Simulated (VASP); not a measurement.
# BAs, NMR shieldings and orbital susceptibility: which settings are enough?

BAs, F-43m (no. 216), 2 atoms in the cell. PBE, GIPAW shieldings; PAW potentials As, B_h (PBE set). VASP 6.6.1.

Wanted: orbital susceptibility within 0.5 1e-6 cm³ per mole of cells/atom.

POSCAR:
```
BAs
1.0
    0.0000000000      2.3885000000      2.3885000000
    2.3885000000      0.0000000000      2.3885000000
    2.3885000000      2.3885000000      0.0000000000
As B
1 1
Direct
    0.7500000000      0.7500000000      0.7500000000
    0.0000000000      0.0000000000      0.0000000000
```

The series start from ENCUT (eV): 800; k mesh: 8 × 8 × 8; EDIFF (eV): 1e-8; PREC: Accurate; Projectors: LREAL = F, NLSPLINE = T; LNMR_SYM_RED: yes; ALGO: Normal; ICHIBARE: 2. Each series keeps the choices made before it, and each single choice may use up half of a tolerance.

## ENCUT (eV)

| ENCUT (eV) | Orbital susceptibility (1e-6 cm³ per mole of cells/atom) | Time (s) |
|---|---|---|
| 600 | -32.85 | 113 |
| 700 | -32.75 | 132 |
| 800 | -32.71 | 134 |
| 950 | -32.70 | 244 |
| 1050 (reference) | -32.70 | 248 |

## k mesh

| k mesh | Orbital susceptibility (1e-6 cm³ per mole of cells/atom) | Time (s) |
|---|---|---|
| 3 × 3 × 3 | -251.90 | 17 |
| 4 × 4 × 4 | -160.60 | 31 |
| 6 × 6 × 6 | -71.98 | 61 |
| 7 × 7 × 7 | -48.48 | 78 |
| 8 × 8 × 8 | -32.85 | 113 |
| 10 × 10 × 10 | -16.36 | 194 |
| 12 × 12 × 12 (reference) | -10.02 | 270 |

## EDIFF (eV)

| EDIFF (eV) | Orbital susceptibility (1e-6 cm³ per mole of cells/atom) | Time (s) |
|---|---|---|
| 0.0001 | -7.34 | 164 |
| 1e-5 | -3.06 | 202 |
| 1e-6 | -9.72 | 217 |
| 1e-7 | -9.98 | 243 |
| 1e-8 | -10.02 | 270 |
| 1e-9 (reference) | -10.02 | 300 |

## PREC

| PREC | Orbital susceptibility (1e-6 cm³ per mole of cells/atom) | Time (s) |
|---|---|---|
| Accurate | -9.98 | 243 |
| Normal | -9.98 | 108 |

## Projectors

| Projectors | Orbital susceptibility (1e-6 cm³ per mole of cells/atom) | Time (s) |
|---|---|---|
| LREAL = F, NLSPLINE = T | -9.98 | 108 |
| LREAL = Auto | -9.98 | 125 |
| LREAL = F, NLSPLINE = F | -9.99 | 115 |

## LNMR_SYM_RED

| LNMR_SYM_RED | Orbital susceptibility (1e-6 cm³ per mole of cells/atom) | Time (s) |
|---|---|---|
| yes | -9.98 | 108 |
| no | -9.98 | 122 |

## ALGO

| ALGO | Orbital susceptibility (1e-6 cm³ per mole of cells/atom) | Time (s) |
|---|---|---|
| Normal | -9.98 | 108 |
| Fast | -9.93 | 116 |
| All | -9.93 | 109 |

## ICHIBARE

| ICHIBARE | Orbital susceptibility (1e-6 cm³ per mole of cells/atom) | Time (s) |
|---|---|---|
| 2 | -9.98 | 108 |
| 1 | -9.98 | 67 |

## Question

The rows run from the loosest to the tightest (no order: PREC, projectors, LNMR_SYM_RED, ALGO, ICHIBARE). For each series: choose the loosest value from which every tighter one stays within half of the tolerance; where there is no order, keep the first row unless others stay within half of the tolerance and take at least 30 % less time, and then take the fastest.

## Answer

- ENCUT (eV): 600
- k mesh: 12 × 12 × 12, the tightest run, since the next looser one is off by more than half of the tolerance (convergence isn't shown beyond it)
- EDIFF (eV): 1e-7
- PREC: Normal
- Projectors: LREAL = F, NLSPLINE = T
- LNMR_SYM_RED: yes
- ALGO: Normal
- ICHIBARE: 1

## All choices together

| Input | Orbital susceptibility (1e-6 cm³ per mole of cells/atom) | Time (s) |
|---|---|---|
| defaults but for LCHIMAG, on a 7 × 7 × 7 mesh (naive) | -44.20 | 31 |
| chosen settings | -9.98 | 67 |
| reference settings throughout | -10.01 | 660 |

The chosen settings stay within the tolerance of the reference run, but the reference itself isn't shown to be converged in: k mesh.

## The input

INCAR:
```
GGA = PE ; PREC = Normal
ENCUT = 600 ; EDIFF = 1E-7
LREAL = False ; LASPH = True
ALGO = Normal ; NELM = 120
LWAVE = False ; LCHARG = False
LCHIMAG = True ; LNMR_SYM_RED = True
NLSPLINE = True ; ISMEAR = 0
SIGMA = 0.01 ; KPAR = 2
ICHIBARE = 1
```

KPOINTS:
```
Automatic mesh
0
Gamma
  12 12 12
  0 0 0
```

Commands:
```
cat potpaw_PBE.64/As/POTCAR potpaw_PBE.64/B_h/POTCAR > POTCAR
mpirun -np 2 vasp_std > vasp.out
```

The chosen input took VASP 6.6.1 67 s on 2 cores (AMD EPYC 9R45 (Zen 5)), a shared host.

## An input that fails: step DQ far too short for the threshold

It runs to its end, but against the unchanged starting input it is off by 118.03 1e-6 cm³ per mole of cells/atom in the orbital susceptibility.

Changes against the starting input:
```
- EDIFF = 1e-08
+ EDIFF = 1e-05
+ DQ = 1e-06
```
